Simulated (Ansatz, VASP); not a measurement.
**One calculation of Pt, two programs**

The input INCAR:

```
SYSTEM = Pt
ALGO = Fast
EDIFF = 1E-7
ENCUT = 520
GGA = CA
ISIF = 2
ISMEAR = 0
LASPH = .TRUE.
LCHARG = .FALSE.
LREAL = .FALSE.
LWAVE = .FALSE.
NBANDS = 11
NELM = 100
PREC = Accurate
SIGMA = 0.15
```

The input KPOINTS:

```
k-points
0
G
  24 24 24
  0 0 0
```

The input POSCAR:

```
Pt
1.0
    0.0000000000      1.9579000000      1.9579000000
    1.9579000000      0.0000000000      1.9579000000
    1.9579000000      1.9579000000      0.0000000000
Pt
1
Direct
    0.0000000000      0.0000000000      0.0000000000
```

Input for Ansatz:

```yaml
crystal:
  lattice:
    - [0.0, 1.9579, 1.9579]
    - [1.9579, 0.0, 1.9579]
    - [1.9579, 1.9579, 0.0]
  atoms:
    - { symbol: Pt, position: [0.0, 0.0, 0.0] }
basis:
  ecutwfc: 420
kpoints:
  mp_grid: { grid: [24, 24, 24] }
hamiltonian:
  xc: lda
scf:
  occupations: { method: gaussian, width: 0.15 }
output:
  forces: true
  stress: true
  eigenvalues: true
```

Alike in both runs: task single point; functional LDA; k mesh 24 × 24 × 24; occupations gaussian, width 0.15 eV; no spin polarisation.

|  | VASP | Ansatz |
| --- | --- | --- |
| version | VASP 6.6.1 | Ansatz 0.2.0 |
| potentials or method | VASP PAW LDA potentials, release 64 (Pt) | scalar-relativistic, plane waves, PAW |
| plane-wave cutoff (eV) | 520 | 420 |
| valence electrons in the cell | 10 | 18 |

|  | VASP | Ansatz | Ansatz less VASP |
| --- | --- | --- | --- |
| gap on the k mesh at the Fermi level (eV) | none | none | - |
| pressure (GPa) | -4.1 | -4.9 | -0.75 |

A gap of «none» marks a metal or a gap that the smearing closes. The two sets of potentials don't hold the same shells in valence.

The runs have no spin-orbit coupling, so splittings on Pt are missing.
